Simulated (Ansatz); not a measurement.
Here is an Ansatz 0.2.0 calculation.

File input.yaml:

```yaml
crystal:
  lattice:
    - [0.0, 2.269, 2.269]
    - [2.269, 0.0, 2.269]
    - [2.269, 2.269, 0.0]
  atoms:
    - { symbol: P, position: [0.75, 0.75, 0.75] }
    - { symbol: B, position: [0.0, 0.0, 0.0] }
kpoints:
  mp_grid: { grid: [4, 4, 4] }
scf:
  occupations: { method: fermi_dirac, width: 0.06 }
hamiltonian:
  xc: pbe
  pseudopotentials: { kind: all_electron, lapw: { basis_error: 0.004 } }
output:
  forces: true
  stress: true
  eigenvalues: true
```

Potentials or basis: all-electron LAPW, scalar-relativistic.

Run with:

```bash
$ ansatz run input.yaml --threads 1 --pin off --max-ram 3072MiB --backend cpu --events-out ev --progress --plain --runs-dir out
```

Predict the pressure.

2.2 GPa.

What does it give for the band gap on the k mesh?

1.32 eV, indirect (least direct gap 3.39 eV).

Caveat: the k mesh is coarse (spacing up to 0.60 Å⁻¹), so the values aren't converged. PBE gaps usually lie below the measured ones, often by a third to a half.
